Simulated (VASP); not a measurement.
Runs of VASP 6.6.1 on SiC. Symmetry: F-43m, No. 216, cubic system. The conventional cell has a = 4.505 Å, b = 4.505 Å, c = 4.505 Å, α = 90.00°, β = 90.00°, γ = 90.00°. Around C (site symmetry -43m) lie 4 Si at 1.95 Å. Si (site symmetry -43m) is surrounded by 4 C at 1.95 Å. The cell was built by a generator and isn't the measured one.

| task | level | cell | k mesh | cutoff (eV) | mesh quality | gap on the mesh (eV) | pressure (GPa) | relaxed volume (Å³/atom) |
| --- | --- | --- | --- | --- | --- | --- | --- | --- |
| band structure | PBEsol | as given | 9 × 9 × 9 | 520 | not flagged | 1.45 | - | - |
| relaxation of cell and atoms | PBEsol | relaxed | 3 × 3 × 3 | 600 | coarse | 2.36 | -0.3 | 10.43 |
| relaxation of cell and atoms | PBEsol | relaxed | 9 × 9 × 9 | 600 | not flagged | (b) | 0.1 | 10.34 |
| relaxation of cell and atoms | r2SCAN | relaxed | 9 × 9 × 9 | 600 | not flagged | 1.88 | 0.1 | (a) |

Alike in all rows: potentials or basis VASP PAW PBE potentials, release 64 (C, Si); no spin polarisation; smearing gaussian 0.02 eV.

Task: Fill in the values left out.

Result: (a) 10.31; (b) 1.38.

Caveats: some runs use coarse meshes; the PAW data sets were made with another functional, which shifts forces and pressure a little; an odd mesh through Γ misses points on the zone boundary, where band edges often lie (some runs); the mesh misses the band edges, which the band path finds closer together (some runs).

Not every run made on this cell is shown here.
